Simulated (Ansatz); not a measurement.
# Fe in Ansatz: the effect of starting spin order

The system is Fe.

```
CELL_PARAMETERS angstrom
-1.44300 1.44300 1.44300
1.44300 -1.44300 1.44300
1.44300 1.44300 -1.44300
ATOMIC_POSITIONS crystal
Fe 0.00000 0.00000 0.00000
```

Alike in all runs:

| Quantity | Value |
| --- | --- |
| Program | Ansatz 0.2.0 |
| Task | single point |
| Functional | PBEsol |
| Potentials or basis | Ansatz PAW |
| Cutoff | 420 eV (not typed: the program's choice for these potentials) |
| k mesh | 13 × 13 × 13 |
| Occupations | fermi-dirac, width 0.05 eV |

```csv
starting spin order,spin,starting moments,energy over the lowest run (meV/atom),final net moment (μB),final largest site moment (μB)
spin off,no spin polarisation,-,?,?,?
fm,"collinear spin, ferromagnetic start",[3.0] μB,0.0,2.26,2.31
random,"collinear spin, random start",[-2.74] μB,0.0,-2.26,2.31
"ferromagnetic start, larger moments","collinear spin, ferromagnetic start",[4.5] μB,0.0,2.26,2.31
```

**Question.** What does the run with starting spin order spin off give?

**Answer.** Energy over the lowest run 568.7 meV/atom; final net moment 0.00 μB; final largest site moment 0.00 μB.
